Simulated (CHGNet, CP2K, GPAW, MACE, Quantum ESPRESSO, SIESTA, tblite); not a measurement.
# What went wrong? Quantum ESPRESSO on twisted Ti2CO2 MXene bilayer, 21.79° (70 atoms)

Program: Quantum ESPRESSO 7.5, a calculation on a cell of 14 C, 28 Ti and 28 O, with vacuum.

pw.in reads:

```
&control
  calculation = 'scf'
  pseudo_dir = './pseudo'
  outdir = './tmp'
  disk_io = 'none'
  tprnfor = .true.
/
&system
  ibrav = 0
  nat = 70
  ntyp = 3
  ecutwfc = 60
  ecutrho = 30
  nosym = .true.
  occupations = 'smearing'
  smearing = 'fd'
  degauss = 0.003675
/
&electrons
  conv_thr = 3.5e-07
  electron_maxstep = 50
  mixing_beta = 0.2
  mixing_mode = 'local-TF'
  diagonalization = 'david'
/
ATOMIC_SPECIES
C 12.011 C.upf
Ti 47.867 Ti.upf
O 15.999 O.upf
CELL_PARAMETERS angstrom
8.01660 0.00000 0.00000
-4.00830 6.94258 0.00000
0.00000 0.00000 23.63000
ATOMIC_POSITIONS crystal
C 0.98830 0.99363 0.34850
Ti 0.18002 0.22761 0.40413
Ti 0.23577 0.05097 0.29044
O 0.23918 0.04849 0.43997
O 0.18374 0.23484 0.25367
C 0.14456 0.43139 0.34717
Ti 0.32731 0.67902 0.40527
Ti 0.37626 0.46291 0.29082
O 0.37736 0.48136 0.44228
O 0.33356 0.66659 0.25393
[... 56 atom lines left out ...]
Ti 0.10085 0.47204 0.70732
Ti 0.05144 0.24017 0.59415
O 0.04149 0.22619 0.74600
O 0.09672 0.48638 0.55673
K_POINTS gamma
```

The run is started by

```sh
OMP_NUM_THREADS=1 mpirun -np 4 pw.x -in pw.in > output.txt
```

The program printed:

```text
Program PWSCF
 %%%%%%%%%%%%%%%%%%%%%%%%%%%%%%%%%%%%%%%%%%%%%%%%%%%%%%%%%%%%%%%%%%%%%%%%%%%%%%
     Error in routine set_cutoff (1):
     ecutrho <= ecutwfc?!?
 %%%%%%%%%%%%%%%%%%%%%%%%%%%%%%%%%%%%%%%%%%%%%%%%%%%%%%%%%%%%%%%%%%%%%%%%%%%%%%
```

It took 0.75 s on 4 MPI ranks of Arm Neoverse N1, shared host; peak memory 0.31 GiB.

Banners, paths, timers and routine set-up lines are dropped from the logs unmarked, and long logs keep their key lines alone; longer cuts are marked.

Q: Find the fault and mend it.

A density cutoff under four times the waves': density cutoff 30 Ry. The sound run has density cutoff 480 Ry.

The program stopped at the start.

[Also dropped from logs without a mark: logging warnings of Python, and SIESTA's first energy breakdown and zero terms.]

[Logs are printed without paths, hosts, clocks, repeated set-up lines and the standing remarks that a program may print on its own settings, such as how far it seeks lower states.]

[Hosts, paths, dates, database ids (printed as entryN), source tags and the programs' standing remarks are cut or masked in the printed files.]
